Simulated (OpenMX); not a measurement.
TePt:

```
CELL_PARAMETERS angstrom
0.00000 2.87303 2.87303
2.87303 0.00000 2.87303
2.87303 2.87303 0.00000
ATOMIC_POSITIONS crystal
Te 0.75000 0.75000 0.75000
Pt 0.00000 0.00000 0.00000
```

The cell was built by a generator and needn't be a form met in nature.

The cell isn't the ideal one: as made, not relaxed: species swapped into the BeS type (F-43m, No. 216).

```yaml
Program: OpenMX 3.8.5
Task: relaxation of cell and atoms
Functional: LDA
Potentials_or_basis: OpenMX 2013 LDA set, Te7.0-s3p2d2, Pt7.0-s3p2d2, grid cutoff 500 Ry
k_mesh: 5 × 5 × 5
Occupations: fermi-dirac, width 0.05 eV
Spin: no spin polarisation
```

At the start: pressure 18.6 GPa; volume 23.71 Å³/atom.

Question: How do energy, volume and symmetry change on relaxing?

Answer: Over 16 steps the energy falls by 182.3 meV/atom and the volume is 27.11 Å³/atom (+14.3 %); space group R3m (No. 160, to 0.05 Å).

Step by step:
| step | energy change (eV) | largest force (eV/Å) | pressure (GPa) | volume (Å³) |
| --- | --- | --- | --- | --- |
| 1 | 0.0000 | 0.0026 | 18.58 | 47.43 |
| 2 | -0.0961 | 0.1888 | 15.25 | 48.36 |
| 3 | -0.1629 | 0.2868 | 12.68 | 49.13 |
| 4 | -0.2109 | 0.3402 | 10.67 | 49.77 |
| 5 | -0.2462 | 0.3634 | 9.10 | 50.33 |
| 6 | -0.2995 | 0.2414 | 6.35 | 51.35 |
| 7 | -0.3615 | 0.0151 | 0.72 | 53.93 |
| 8 | -0.3631 | 0.0026 | -0.02 | 54.31 |
| 9 | -0.3633 | 0.0232 | -0.16 | 54.39 |
| 10 | -0.3639 | 0.0258 | -0.41 | 54.51 |
| 11 | -0.3642 | 0.0312 | -0.28 | 54.42 |
| 12 | -0.3644 | 0.0624 | 0.06 | 54.22 |
| 13 | -0.3642 | 0.0445 | -0.10 | 54.33 |
| 14 | -0.3600 | 0.0944 | 1.18 | 53.52 |
| 15 | -0.3645 | 0.0267 | 0.04 | 54.22 |
| 16 | -0.3645 | 0.0258 | 0.03 | 54.22 |

Final structure:
```
CELL_PARAMETERS angstrom
-0.09128 2.95919 2.95915
2.95919 -0.09130 2.95917
2.95916 2.95918 -0.09126
ATOMIC_POSITIONS crystal
Te 0.74566 0.74565 0.74567
Pt 0.00372 0.00372 0.00373
```

Caveat: the k mesh is coarse (spacing up to 0.38 Å⁻¹), so the values aren't converged; the basis has few d functions beyond the semicore shells, which can make volumes several per cent too large; volumes in these bases differ from converged ones by about 1 %, for some elements by several; the energies along the path lack the entropy term of the smearing; the basis of atomic orbitals isn't converged, which shifts pressures, moduli and gaps.
